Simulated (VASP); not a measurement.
The system is Ta.

```
CELL_PARAMETERS angstrom
2.90037 0.00000 0.00000
-1.45019 2.51180 0.00000
0.00000 0.00000 5.16627
ATOMIC_POSITIONS crystal
Ta 0.33333 0.66667 0.25000
Ta 0.66667 0.33333 0.75000
```

This isn't the form of Ta at room conditions, which is bcc.

* Program: VASP 6.6.1
* Task: single point
* Functional: PBEsol
* Potentials or basis: VASP PAW PBE potentials, release 64 (Ta_pv)
* Cutoff: 520 eV
* k mesh: 11 × 11 × 5
* Occupations: fermi-dirac, width 0.05 eV
* Spin: no spin polarisation

On this cell: pressure -7.2 GPa; largest force under 0.003 eV/Å; band gap on the k mesh none (metal or under the smearing width).

The same run follows on a disturbed copy (atoms moved at random, drawn with an rms of 0.05 Å):

```
CELL_PARAMETERS angstrom
2.90037 0.00000 0.00000
-1.45019 2.51180 0.00000
0.00000 0.00000 5.16627
ATOMIC_POSITIONS crystal
Ta 0.33032 0.67247 0.24286
Ta 0.66260 0.32497 0.75926
```

Question: What changes?

Answer: The energy (extrapolated to zero smearing) moves by +18.2 meV/atom; pressure -6.7 GPa; largest force 0.892 eV/Å; band gap on the k mesh none (metal or under the smearing width).

Forces in eV/Å, atoms in the order of the input:
```
Ta  -0.023  0.040  0.891
Ta   0.023 -0.040 -0.891
```

Stress tensor (GPa, compression positive):
```
-8.14  0.29 -0.07
 0.29 -6.79  0.14
-0.07  0.14 -5.08
```

Caveats: the PAW data sets were made with another functional, which shifts forces and pressure a little.
